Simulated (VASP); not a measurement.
# KMgF3 (Pm-3m) in VASP: single point with PBE

Aim: the single point of KMgF3 with PBE.

Everything below comes from runs of VASP 6.6.1. Logs are shortened: lines on timing, memory, paths and dates and some standing lists are left out, and cuts for length are marked.

## Step 1: The crystal as given

It takes space group Pm-3m (No. 221, cubic). The conventional cell has a = 3.986 Å, b = 3.986 Å, c = 3.986 Å, α = 90.00°, β = 90.00°, γ = 90.00°. K (site symmetry m-3m) has 12 F at 2.82 Å as nearest neighbours. Around Mg (site symmetry m-3m) lie 6 F at 1.99 Å. F (site symmetry 4/mmm) is surrounded by 2 Mg at 1.99 Å.

## Step 2: Single point, PBE

INCAR reads:

```
PREC = Accurate ; ENCUT = 520
EDIFF = 1E-6 ; ISMEAR = 0
SIGMA = 0.1 ; LREAL = F
LASPH = T ; NELM = 100
ALGO = Normal ; ISIF = 2
LWAVE = F ; LCHARG = F
GGA = PE ; NBANDS = 24
```

KPOINTS reads:

```
regular mesh
0
Gamma
  4 4 4
```

POSCAR reads:

```
KMgF3
1.0
    3.9859000000      0.0000000000      0.0000000000
    0.0000000000      3.9859000000      0.0000000000
    0.0000000000      0.0000000000      3.9859000000
K Mg F
1 1 3
Direct
    0.5000000000      0.5000000000      0.5000000000
    0.0000000000      0.0000000000      0.0000000000
    0.5000000000      0.0000000000      0.0000000000
    0.0000000000      0.5000000000      0.0000000000
    0.0000000000      0.0000000000      0.5000000000
```

Potentials or basis: VASP PAW PBE potentials, release 64 (K_sv, Mg, F).

Launch:

```console
$ cat potpaw_PBE.64/K_sv/POTCAR potpaw_PBE.64/Mg/POTCAR potpaw_PBE.64/F/POTCAR > POTCAR
$ mpirun -np 1 vasp_std > vasp.out
```

OUTCAR:

```text
PREC = Accurate
   ENCUT = 520
   EDIFF = 1E-6
   ISMEAR = 0
   LREAL = F
   LASPH = T
   NELM = 100
   ISIF = 2
   GGA = PE

 ion  position               nearest neighbor table
   1  0.500  0.500  0.500-   3 2.82   4 2.82   5 2.82   3 2.82   4 2.82   3 2.82   5 2.82   3 2.82
                             4 2.82   5 2.82   4 2.82   5 2.82   2 3.45   2 3.45   2 3.45   2 3.45
   2  0.000  0.000  0.000-   3 1.99   4 1.99   5 1.99   5 1.99   4 1.99   3 1.99   1 3.45   1 3.45
                             1 3.45   1 3.45   1 3.45   1 3.45   1 3.45   1 3.45
   3  0.500  0.000  0.000-   2 1.99   2 1.99   1 2.82   1 2.82   1 2.82   1 2.82
   4  0.000  0.500  0.000-   2 1.99   2 1.99   1 2.82   1 2.82   1 2.82   1 2.82
   5  0.000  0.000  0.500-   2 1.99   2 1.99   1 2.82   1 2.82   1 2.82   1 2.82

  LATTYP: Found a simple cubic cell.
 ALAT       =     3.9859000000

  Lattice vectors:

 A1 = (   3.9859000000,   0.0000000000,   0.0000000000)
 A2 = (   0.0000000000,   3.9859000000,   0.0000000000)
 A3 = (   0.0000000000,   0.0000000000,   3.9859000000)

Analysis of symmetry for initial positions (statically):
=====================================================================
 Subroutine PRICEL returns:
 Original cell was already a primitive cell.

 Routine SETGRP: Setting up the symmetry group for a
 simple cubic supercell.

 Subroutine GETGRP returns: Found 48 space group operations
 (whereof 48 operations were pure point group operations)
 out of a pool of 48 trial point group operations.

The static configuration has the point symmetry O_h .

Analysis of symmetry for dynamics (positions and initial velocities):
=====================================================================
 Subroutine PRICEL returns:
 Original cell was already a primitive cell.

 Routine SETGRP: Setting up the symmetry group for a
 simple cubic supercell.

 Subroutine GETGRP returns: Found 48 space group operations
 (whereof 48 operations were pure point group operations)
 out of a pool of 48 trial point group operations.

The dynamic configuration has the point symmetry O_h .

 Subroutine INISYM returns: Found 48 space group operations
 (whereof 48 operations are pure point group operations),
 and found     1 'primitive' translations

----------------------------------------------------------------------------------------

                                     Primitive cell

  volume of cell :      63.3256

  direct lattice vectors                    reciprocal lattice vectors
     3.985900000  0.000000000  0.000000000     0.250884367  0.000000000  0.000000000
     0.000000000  3.985900000  0.000000000     0.000000000  0.250884367  0.000000000
     0.000000000  0.000000000  3.985900000     0.000000000  0.000000000  0.250884367

  length of vectors
     3.985900000  3.985900000  3.985900000     0.250884367  0.250884367  0.250884367

  position of ions in fractional coordinates (direct lattice)
     0.500000000  0.500000000  0.500000000
     0.000000000  0.000000000  0.000000000
     0.500000000  0.000000000  0.000000000
     0.000000000  0.500000000  0.000000000
     0.000000000  0.000000000  0.500000000

  ion indices of the primitive-cell ions
   primitive index   ion index
                 1           1
                 2           2
                 3           3
                 4           4
                 5           5

----------------------------------------------------------------------------------------

 KPOINTS: regular mesh

Automatic generation of k-mesh.
 Grid dimensions read from file:
 generate k-points for:    4    4    4

 Generating k-lattice:

  Cartesian coordinates                     Fractional coordinates (reciprocal lattice)
     0.062721092  0.000000000  0.000000000     0.250000000  0.000000000  0.000000000
     0.000000000  0.062721092  0.000000000     0.000000000  0.250000000  0.000000000
     0.000000000  0.000000000  0.062721092     0.000000000  0.000000000  0.250000000

  Length of vectors
     0.062721092  0.062721092  0.062721092

  Shift w.r.t. Gamma in fractional coordinates (k-lattice)
     0.000000000  0.000000000  0.000000000

 Subroutine IBZKPT returns following result:
 ===========================================

 Found     10 irreducible k-points:

 Following reciprocal coordinates:
            Coordinates               Weight
  0.000000  0.000000  0.000000      1.000000
  0.250000  0.000000  0.000000      6.000000
  0.500000  0.000000  0.000000      3.000000
  0.250000  0.250000  0.000000     12.000000
  0.500000  0.250000  0.000000     12.000000
  0.500000  0.500000  0.000000      3.000000
  0.250000  0.250000  0.250000      8.000000
  0.500000  0.250000  0.250000     12.000000
  0.500000  0.500000  0.250000      6.000000
  0.500000  0.500000  0.500000      1.000000
   k-points           NKPTS =     10   k-points in BZ     NKDIM =     10   number of bands    NBANDS=     24
   number of dos      NEDOS =    301   number of ions     NIONS =      5
   total plane-waves  NPLWV =  27000
   dimension x,y,z NGX =    30 NGY =   30 NGZ =   30
   dimension x,y,z NGXF=    60 NGYF=   60 NGZF=   60
   ions per type =               1   1   3
   NGX,Y,Z   is equivalent  to a cutoff of  12.51, 12.51, 12.51 a.u.
   NGXF,Y,Z  is equivalent  to a cutoff of  25.03, 25.03, 25.03 a.u.
 SYSTEM =  unknown system
   PREC   = accura    normal or accurate (medium, high low for compatibility)
   ISTART =      0    job   : 0-new  1-cont  2-samecut
   ICHARG =      2    charge: 1-file 2-atom 10-const
   ISPIN  =      1    spin polarized calculation?
   LNONCOLLINEAR =      F non collinear calculations
   LSORBIT =      F    spin-orbit coupling
   LASPH  =      T    aspherical Exc in radial PAW
   ENCUT  =  520.0 eV  38.22 Ry    6.18 a.u.   7.41  7.41  7.41*2*pi/ulx,y,z
   NELM   =    100;   NELMIN=  2; NELMDL= -5     # of ELM steps
   EDIFF  = 0.1E-05   stopping-criterion for ELM
   LREAL  =      F    real-space projection
   EDIFFG = 0.1E-04   stopping-criterion for IOM
   NSW    =      0    number of steps for IOM
   IBRION =     -1    ionic relax: 0-MD 1-quasi-New 2-CG
   NFREE  =      0    steps in history (QN), initial steepest desc. (CG)
   ISIF   =      2    stress and relaxation
   ISYM   =      2    0-nonsym 1-usesym 2-fastsym
   POTIM  = 0.5000    time-step for ionic-motion
   TEBEG  =    0.0;   TEEND  =   0.0 temperature during run
   PSTRESS=    0.0 pullay stress
   NELECT =      32.0000    total number of electrons
   NUPDOWN=      -1.0000    fix difference up-down
   EMIN   =  10.00;   EMAX   =-10.00  energy-range for DOS
   EFERMI =   0.00;   METHOD = LEGACY
   ISMEAR =     0;   SIGMA  =   0.10  broadening in eV -4-tet -1-fermi 0-gaus
   EFERMI_NEDOS =   21; number of points for ismear=-14 and -15
   IALGO  =     38    algorithm
   IMIX   =      4    mixing-type and parameters
     AMIX     =   0.40;   BMIX     =  1.00
     AMIX_MAG =   1.60;   BMIX_MAG =  1.00
  volume/ion in A,a.u.               =      12.67        85.47
  Fermi-wavevector in a.u.,A,eV,Ry     =   1.303962  2.464132 23.134232  1.700318
  Thomas-Fermi vector in A             =   2.434930
   LORBIT       =      0    0 simple, 1 ext, 2 COOP (PROOUT), +10 PAW based schemes
   GGA     = PE    functional components
   LHFCALC =     F    Hartree Fock is set to
   AEXX    =    0.0000 exact exchange contribution
   IVDW    =     0    specifies the selected vdW correction
   LEPSILON=     F    determine dielectric tensor
   LRPA    =     F    only Hartree local field effects (RPA)
 non-spin polarized calculation
 Gauss-broadening in eV      SIGMA  =   0.10
  energy-cutoff  :      520.00
  volume of cell :       63.33
 maximum number of plane-waves:      1743
 NGX is ok and might be reduce to    30
   NGX = 15   NGY = 15   NGZ = 15

 number of electron      31.9999958 magnetization

 Free energy of the ion-electron system (eV)
  ---------------------------------------------------
  ext. energy  EPLUGINS =         0.00000000
  ---------------------------------------------------
  free energy    TOTEN  =       -24.41454348 eV

  energy without entropy =      -24.41454348  energy(sigma->0) =      -24.41454348

 E-fermi :  -1.1179     XC(G=0):  -9.6841

 val. band max:       -1.6010595075   @ k =   0.5000   0.5000   0.5000
 cond. band min:       5.7036146477   @ k =   0.0000   0.0000   0.0000
 fundamental gap:      7.3046741552
 Fermi energy:        -1.1179152270

 k-point     1 :       0.0000    0.0000    0.0000
  band No.  band energies     occupation
      1     -27.2549      2.00000
      2     -21.7201      2.00000
      3     -21.0666      2.00000
      4     -21.0666      2.00000
      5     -10.7471      2.00000
      6     -10.7471      2.00000
[... 16 lines left out ...]
     23      12.4126      0.00000
     24      15.3207      0.00000

 k-point     2 :       0.2500    0.0000    0.0000
  band No.  band energies     occupation
      1     -27.2408      2.00000
      2     -21.6559      2.00000
      3     -21.1442      2.00000
      4     -21.0616      2.00000
      5     -10.7397      2.00000
      6     -10.7195      2.00000
[... 16 lines left out ...]
     23      12.3615      0.00000
     24      15.0511      0.00000

 k-point     3 :       0.5000    0.0000    0.0000
  band No.  band energies     occupation
      1     -27.2265      2.00000
      2     -21.5658      2.00000
      3     -21.2482      2.00000
      4     -21.0568      2.00000
      5     -10.7325      2.00000
      6     -10.6915      2.00000
[... 16 lines left out ...]
     23      12.8180      0.00000
     24      13.9111      0.00000
[... 136 lines left out ...]
 k-point     9 :       0.5000    0.5000    0.2500
  band No.  band energies     occupation
      1     -27.1995      2.00000
      2     -21.2746      2.00000
      3     -21.2586      2.00000
      4     -21.2586      2.00000
      5     -10.8773      2.00000
      6     -10.8773      2.00000
[... 16 lines left out ...]
     23      12.7599      0.00000
     24      12.7599      0.00000

 k-point    10 :       0.5000    0.5000    0.5000
  band No.  band energies     occupation
      1     -27.1927      2.00000
      2     -21.2488      2.00000
      3     -21.2488      2.00000
      4     -21.2488      2.00000
      5     -10.9324      2.00000
      6     -10.9324      2.00000
[... 16 lines left out ...]
     23      13.5611      0.00000
     24      13.5611      0.00000

------------------------ aborting loop because EDIFF is reached ----------------------------------------

  FORCE on cell =-STRESS in cart. coord.  units (eV):
  Direction    XX          YY          ZZ          XY          YZ          ZX
  --------------------------------------------------------------------------------------
  -------------------------------------------------------------------------------------
  Total        1.3288887      1.3288887      1.3288887     -0.0000000     -0.0000000      0.0000000
  in kB       33.6217252     33.6217252     33.6217252     -0.0000000     -0.0000000      0.0000000
  external PRESSURE =      33.6217252 kB  Pullay stress =       0.0000000 kB

 VOLUME and BASIS-vectors are now :
 -----------------------------------------------------------------------------
  energy-cutoff  :      520.00
  volume of cell :       63.33
      direct lattice vectors                 reciprocal lattice vectors
     3.985900000  0.000000000  0.000000000     0.250884367  0.000000000  0.000000000
     0.000000000  3.985900000  0.000000000     0.000000000  0.250884367  0.000000000
     0.000000000  0.000000000  3.985900000     0.000000000  0.000000000  0.250884367

 POSITION                                       TOTAL-FORCE (eV/Angst)
 -----------------------------------------------------------------------------------
      1.99295      1.99295      1.99295         0.000000      0.000000      0.000000
      0.00000      0.00000      0.00000         0.000000      0.000000      0.000000
      1.99295      0.00000      0.00000         0.000000      0.000000      0.000000
      0.00000      1.99295      0.00000         0.000000      0.000000      0.000000
      0.00000      0.00000      1.99295         0.000000      0.000000      0.000000
 -----------------------------------------------------------------------------------
    total drift:                                0.000000     -0.000000      0.000000

  FREE ENERGIE OF THE ION-ELECTRON SYSTEM (eV)
  ---------------------------------------------------
  free  energy   TOTEN  =       -24.4145434792 eV

  energy  without entropy=      -24.4145434792  energy(sigma->0) =      -24.41454348
```

It took 19 s on 1 thread of AMD EPYC 7R43 (Zen 3), shared host; peak memory 0.13 GiB.

Results:

* Free energy: -24.4145 eV
* Pressure: 3.4 GPa
* Band gap on the k mesh: 7.30 eV, indirect (least direct gap 7.63 eV)

Levels at points of the mesh, in eV from the valence-band top:
```
           k point  band 14  band 15  band 16  band 17  band 18  band 19
(0.00, 0.00, 0.00)    -0.32    -0.32    -0.32     7.30    10.08    10.08
(0.50, 0.00, 0.00)    -0.86    -0.53    -0.53    10.12    10.45    11.12
(0.50, 0.50, 0.00)    -0.89    -0.89    -0.02    10.92    11.70    12.63
(0.50, 0.50, 0.50)     0.00     0.00     0.00    10.44    10.44    10.44
```

A k mesh can miss the band edges.
